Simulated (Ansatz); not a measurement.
# Zirconium, beta-Sn type under revPBE: ground state and equation of state

The plan for zirconium in the beta-Sn type structure: relax it, solve it on a dense k-mesh, then scale the cell to 7 volumes from 88 to 112 % of the relaxed one and try a fit of the equation of state. Spin polarisation is left out. The k-meshes are 12×12×8 for the relaxation; 18×18×10 for the dense run; 13×13×7 for the volumes.

Program: Ansatz 0.2.0. Level of theory: DFT revPBE, plane waves (420 eV) with PAW, scalar-relativistic; PBE-made PAW files. These are calculated values, not measurements.

## 1. The structure to begin with

Symmetry: I4_1/amd, No. 141, tetragonal system. The conventional cell has a = 5.637 Å, b = 5.637 Å, c = 3.078 Å, α = 90.00°, β = 90.00°, γ = 90.00°. Zr (site symmetry -4m2) has 6 Zr at 2.92 to 3.08 Å as nearest neighbours.

Structure file:

```
CELL_PARAMETERS angstrom
-2.81830 2.81830 1.53879
2.81830 -2.81830 1.53879
2.81830 2.81830 -1.53879
ATOMIC_POSITIONS crystal
Zr 0.00000 0.00000 0.00000
Zr 0.75000 0.25000 0.50000
```

## 2. Geometry optimisation

Contents of input.yaml:

```yaml
crystal:
  lattice:
    - [-2.8183043902, 2.8183043902, 1.538794197]
    - [2.8183043902, -2.8183043902, 1.538794197]
    - [2.8183043902, 2.8183043902, -1.538794197]
  atoms:
    - { symbol: Zr, position: [0.0, 0.0, 0.0] }
    - { symbol: Zr, position: [0.75, 0.25, 0.5] }
hamiltonian:
  xc: revpbe
  pseudopotentials:
    kind: paw
    azcp:
      Zr: "pseudopotentials/Zr.paw.azcp"
basis:
  ecutwfc: 420
  fft_grid_basis: typed
kpoints:
  mp_grid: { grid: [12, 12, 8], shift: [0, 0, 0] }
magnetization:
  spin_polarized: false
scf:
  occupations: { method: fermi_dirac, width: 0.1 }
relax:
  max_steps: 60
  f_tol: 0.01
  cell: {}
output:
  write_density: true
  write_potential: true
  elf: true
  volumetric_format: npy
```

After this run come: Dense single point; Equation of state: 88 %; Equation of state: 92 %; Equation of state: 96 %; Equation of state: 100 %; Equation of state: 104 %; Equation of state: 108 %; Equation of state: 112 %.

Q: Predict the outcome of this session. Wanted: space group; conventional cell; volume; shortest distance; gap on the mesh; V₀, B₀, B₀′.

**Answer**, as computed:

| quantity | value |
| --- | --- |
| space group (spins left aside) | P6_3/mmc (No. 194) |
| conventional cell | a = 3.252 Å, c = 5.203 Å (c/a = 1.600) |
| volume | 23.814 Å³/atom |
| shortest distance | 3.207 Å |
| gap on the mesh | none (levels filled in part) |
| V₀, B₀, B₀′ | 23.788 Å³/atom, 91 GPa, 3.3 |

From the guessed start the volume shrank by 2.6 % in 22 steps. The cell has left its prototype: it ends as hcp. What follows belongs to that structure, not to the type named at the start. The mesh has less symmetry than the lattice, which may have let the distortion in. Levels at the Fermi energy are filled in part, as in a metal. The fitted modulus is 91 GPa; letting shape and positions relax at each volume could only lower it.
